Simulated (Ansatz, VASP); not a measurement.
# CaS: VASP beside Ansatz

The input INCAR:

```
ALGO = Normal
EDIFF = 1E-6
EDIFFG = -0.005
ENCUT = 600
GGA = CA
IBRION = 2
ISIF = 3
ISMEAR = 0
LASPH = T
LCHARG = F
LREAL = F
LWAVE = F
NELM = 100
NSW = 70
PREC = Accurate
SIGMA = 0.02
```

File KPOINTS:

```
k-points
0
Gamma
  8 8 8
```

Contents of POSCAR:

```
CaS
1.0
    0.0000000000      2.8560320322      2.8560320322
    2.8560320322      0.0000000000      2.8560320322
    2.8560320322      2.8560320322      0.0000000000
Ca S
1 1
Direct
    0.0000000000      0.0000000000      0.0000000000
    0.5000000000      0.5000000000      0.5000000000
```

Input for Ansatz:

```yaml
crystal:
  lattice:
    - [0.0, 2.8560320322, 2.8560320322]
    - [2.8560320322, 0.0, 2.8560320322]
    - [2.8560320322, 2.8560320322, 0.0]
  atoms:
    - { symbol: Ca, position: [0.0, 0.0, 0.0] }
    - { symbol: S, position: [0.5, 0.5, 0.5] }
basis:
  ecutwfc: 420
kpoints:
  mp_grid: { grid: [8, 8, 8] }
hamiltonian:
  xc: lda
scf:
  occupations: { method: gaussian, width: 0.02 }
output:
  forces: true
  stress: true
  eigenvalues: true
relax:
  adjacent_minimum: "off"
  f_tol: 0.005
  max_steps: 50
  cell: { stress_tol: 0.05 }
```

Alike in both runs: task relaxation of cell and atoms; functional LDA; k mesh 8 × 8 × 8; occupations gaussian, width 0.02 eV; no spin polarisation.

|  | VASP | Ansatz |
| --- | --- | --- |
| version | VASP 6.6.1 | Ansatz 0.2.0 |
| potentials or method | VASP PAW LDA potentials, release 64 (Ca_sv, S) | scalar-relativistic, plane waves, PAW |
| plane-wave cutoff (eV) | 600 | 420 |
| valence electrons in the cell | 16 | 16 |

|  | VASP | Ansatz | Ansatz less VASP |
| --- | --- | --- | --- |
| gap on the k mesh at the Fermi level, each at its own relaxed structure (eV) | 1.97 | 1.97 | 0.000 |
| relaxed volume (Å³/atom) | 21.63 | 21.54 | -0.091 |
| relaxed cell length with the largest relative difference (Å) | 3.940 | 3.935 | -0.0055 |
| energy change over the relaxation (meV/atom) | -24 | -27 | -2.9 |

A k mesh can miss the band edges. LDA gaps usually lie below the measured ones, often by a third to a half. Zero-point motion and thermal expansion aren't in these numbers.
